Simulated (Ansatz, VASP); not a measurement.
This is a calculation of BAs for Ansatz 0.2.0.

Contents of input.yaml:

```yaml
crystal:
  lattice:
    - [0.0, 2.3885, 2.3885]
    - [2.3885, 0.0, 2.3885]
    - [2.3885, 2.3885, 0.0]
  atoms:
    - { symbol: As, position: [0.75, 0.75, 0.75] }
    - { symbol: B, position: [0.0, 0.0, 0.0] }
kpoints:
  mp_grid: { grid: [5, 5, 5] }
scf:
  occupations: { method: fermi_dirac, width: 0.03 }
hamiltonian:
  xc: pbe
  pseudopotentials: { kind: all_electron, lapw: { basis_error: 0.002 } }
output:
  forces: true
  stress: true
  eigenvalues: true
```

Potentials or basis: all-electron LAPW, scalar-relativistic.

Launch:

```sh
$ ansatz run input.yaml --threads 1 --pin off --max-ram 2560MiB --backend cpu --events-out ev --progress --plain --runs-dir out
```

Q: Set up the same calculation for VASP 6.6.1. Potentials there: VASP PAW PBE potentials, release 64 (As, B).

A: As run (the cutoff follows the program's own potentials):

File INCAR:

```
PREC     = Accurate       # precision mode
ENCUT    = 520            # plane-wave cutoff, eV
EDIFF    = 1E-6           # SCF threshold, eV
ISMEAR   = -1             # smearing method
SIGMA    = 0.03           # smearing width, eV
LREAL    = F              # projectors in reciprocal space
LASPH    = T              # aspherical terms in the spheres
NELM     = 80             # most SCF steps
ALGO     = Normal         # electronic algorithm
ISIF     = 2              # what is computed and relaxed
LWAVE    = F              # write WAVECAR
LCHARG   = F              # write CHGCAR
GGA      = PE             # functional
NBANDS   = 11             # bands
```

File KPOINTS:

```
Automatic mesh
0
Gamma
  5 5 5
```

File POSCAR:

```
BAs
1.0
    0.0000000000      2.3885000000      2.3885000000
    2.3885000000      0.0000000000      2.3885000000
    2.3885000000      2.3885000000      0.0000000000
As B
1 1
Direct
    0.7500000000      0.7500000000      0.7500000000
    0.0000000000      0.0000000000      0.0000000000
```

Potentials or basis: VASP PAW PBE potentials, release 64 (As, B).

Command:

```console
$ cat potpaw_PBE.64/As/POTCAR potpaw_PBE.64/B/POTCAR > POTCAR
$ mpirun -np 1 vasp_std > vasp.out
```

Both were run:

|  | VASP | Ansatz | Ansatz less VASP |
| --- | --- | --- | --- |
| gap on the k mesh at the Fermi level (eV) | 1.17 | 1.18 | +0.011 |
| least direct gap on the mesh (eV) | 3.27 | 3.28 | +0.008 |
| pressure (GPa) | 3.6 | 2.9 | -0.69 |

Ansatz ran all-electron here, so the differences hold the error of VASP's frozen core and of both bases.

Caveats: the k mesh is coarse (spacing up to 0.46 Å⁻¹), so the values aren't converged; an odd mesh through Γ misses points on the zone boundary, where band edges often lie. Expect the measured gap to be larger: semilocal functionals such as PBE lack the derivative discontinuity.
